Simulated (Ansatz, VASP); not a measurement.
CdF2: VASP beside Ansatz

```xyz
3
Lattice="0.0000 2.6940 2.6940 2.6940 0.0000 2.6940 2.6940 2.6940 0.0000" Properties=species:S:1:pos:R:3 pbc="T T T"
Cd    0.0000    0.0000    0.0000
F     4.0410    4.0410    4.0410
F     1.3470    1.3470    1.3470
```

Alike in both runs: task single point; functional PBE; k mesh 9 × 9 × 9; occupations gaussian, width 0.021 eV; no spin polarisation.

|  | VASP | Ansatz |
| --- | --- | --- |
| version | VASP 6.6.1 | Ansatz 0.2.0 |
| potentials or method | VASP PAW PBE potentials, release 64 (Cd, F) | Ansatz PAW |
| plane-wave cutoff (eV) | 520 | 420 |
| valence electrons in the cell | 26 | 34 |

```csv
,VASP,Ansatz,Ansatz less VASP
gap on the k mesh at the Fermi level (eV),3.10,3.13,+0.033
least direct gap on the mesh (eV),3.57,3.60,+0.031
pressure (GPa),6.2,5.5,-0.75
```

The two sets of potentials don't hold the same shells in valence.

Caveats: an odd mesh through Γ misses points on the zone boundary, where band edges often lie (VASP); odd divisions of the mesh miss points on the zone boundary, where band edges often lie, so the gap on the mesh can be too wide (Ansatz); the pressure holds a Pulay correction of +0.7 GPa for the finite cutoff (Ansatz). Expect the measured gap to be larger: semilocal functionals such as PBE lack the derivative discontinuity.
